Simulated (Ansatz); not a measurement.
Molecular dynamics on a 2×2×1 supercell (12 atoms) of TiSe2 (CdI2 type), relaxed with r2SCAN+rVV10. Forces come from PBEsol in Ansatz: a Nosé-Hoover thermostat at fixed volume, 200 K, steps of 2 fs. Computed, non-magnetic; the trajectory is short and the cell small, so nothing here is a converged average.

```yaml
crystal:
  lattice:
    - [7.0815772481, 1.0e-10, 0.0]
    - [-3.5407886241, 6.1328257957, 0.0]
    - [0.0, 0.0, 6.0906296798]
  atoms:
    - { symbol: Ti, position: [0.0, 0.0, 0.0] }
    - { symbol: Se, position: [0.1666666667, 0.3333333333, 0.2499867418] }
    - { symbol: Se, position: [0.3333333333, 0.1666666667, 0.7500132582] }
    - { symbol: Ti, position: [0.0, 0.5, 0.0] }
    - { symbol: Se, position: [0.1666666667, 0.8333333333, 0.2499867418] }
    - { symbol: Se, position: [0.3333333333, 0.6666666667, 0.7500132582] }
    - { symbol: Ti, position: [0.5, 0.0, 0.0] }
    - { symbol: Se, position: [0.6666666667, 0.3333333333, 0.2499867418] }
    - { symbol: Se, position: [0.8333333333, 0.1666666667, 0.7500132582] }
    - { symbol: Ti, position: [0.5, 0.5, 0.0] }
    - { symbol: Se, position: [0.6666666667, 0.8333333333, 0.2499867418] }
    - { symbol: Se, position: [0.8333333333, 0.6666666667, 0.7500132582] }
kpoints:
  mp_grid: { grid: [3, 3, 3] }
hamiltonian:
  xc: pbesol
scf:
  occupations: { method: fermi_dirac, width: 0.02 }
md:
  ensemble: nvt_nose_hoover
  temperature: 200
  timestep: 2.0
  n_steps: 20
  initial_velocities: maxwell_boltzmann
  seed: 6886
```

Command: `ansatz run input.yaml --threads 4 --pin off --max-ram 3686MiB --backend cpu --events-out ev --progress --plain --runs-dir out`. It took 3.2 min on 4 threads of Arm Neoverse V1, with other jobs on the host; peak host memory 1.1 GiB.

```tsv
step	t (fs)	T (K)	free energy F from step 0 (meV/atom)	kinetic energy (meV/atom)	largest force (eV/Å)
0	0	200	0.0	23.7	0.04
1	2	199	0.1	23.6	0.08
2	4	197	0.3	23.4	0.13
3	6	194	0.8	22.9	0.20
4	8	189	1.4	22.3	0.26
5	10	182	2.1	21.6	0.32
6	12	175	2.9	20.8	0.37
7	14	167	3.9	19.8	0.42
8	16	159	4.9	18.8	0.46
9	18	149	6.1	17.7	0.51
10	20	139	7.2	16.5	0.55
11	22	129	8.4	15.3	0.58
12	24	119	9.6	14.1	0.61
13	26	109	10.9	12.9	0.64
14	28	99	12.1	11.8	0.67
15	30	90	13.2	10.6	0.69
16	32	81	14.3	9.6	0.70
17	34	72	15.4	8.5	0.71
18	36	64	16.3	7.6	0.71
19	38	57	17.2	6.8	0.70
20	40	51	18.0	6.0	0.69
```

The temperature goes from 200 K to 51 K in 40 fs. The thermostat hasn't had time to restore it. The atoms start on their lattice sites with kinetic energy alone, so much of it first passes into potential energy. By the last step the atoms have moved 0.08 Å in the root mean square, the drift of the whole cell taken out, 0.11 Å at most.

Positions (Å) and forces (eV/Å) at step 20:
```
Ti   0.005  -0.070  -0.074    -0.185   0.361   0.561
Se  -0.050   2.062   1.490     0.482  -0.311   0.069
Se   1.743   1.044   4.660     0.286  -0.191  -0.511
Ti  -1.739   3.082   0.039    -0.055  -0.009  -0.272
Se  -1.716   5.022   1.567    -0.197   0.608  -0.238
Se  -0.012   4.096   4.473    -0.015   0.088   0.514
Ti   3.590  -0.055   0.015    -0.274   0.145   0.153
Se   3.524   2.147   1.512    -0.110  -0.560  -0.061
Se   5.271   1.006   4.615     0.242  -0.031  -0.320
Ti   1.783   3.108  -0.051    -0.152  -0.138   0.351
Se   1.801   5.110   1.570    -0.063   0.080  -0.258
Se   3.544   4.085   4.518     0.041  -0.043   0.014
```
